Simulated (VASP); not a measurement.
Input of a VASP 6.6.1 run:

INCAR

```
PREC = Accurate
ENCUT = 520
EDIFF = 1E-6
ISMEAR = -1
SIGMA = 0.03
LREAL = F
LASPH = T
NELM = 100
ALGO = Normal
ISIF = 2
LWAVE = F
LCHARG = F
GGA = PE
NBANDS = 7
```

The input KPOINTS:

```
regular mesh
0
Gamma
  19 19 19
```

File POSCAR:

```
Mg
1.0
   -1.4862784307      1.4862784307      1.4862784307
    1.4862784307     -1.4862784307      1.4862784307
    1.4862784307      1.4862784307     -1.4862784307
Mg
1
Direct
    0.0000000000      0.0000000000      0.0000000000
```

Potentials or basis: VASP PAW PBE potentials, release 64 (Mg).

The run is started by

```bash
$ cat potpaw_PBE.64/Mg/POTCAR > POTCAR
$ mpirun -np 1 vasp_std > vasp.out
```

Q: Estimate the pressure.

A: 59.0 GPa.

Q: Estimate the band gap on the k mesh.

A: None (metal or under the smearing width).

Caveat: so large a pressure means that the cell lies far from this level's equilibrium, or that cutoff or potentials fall short.
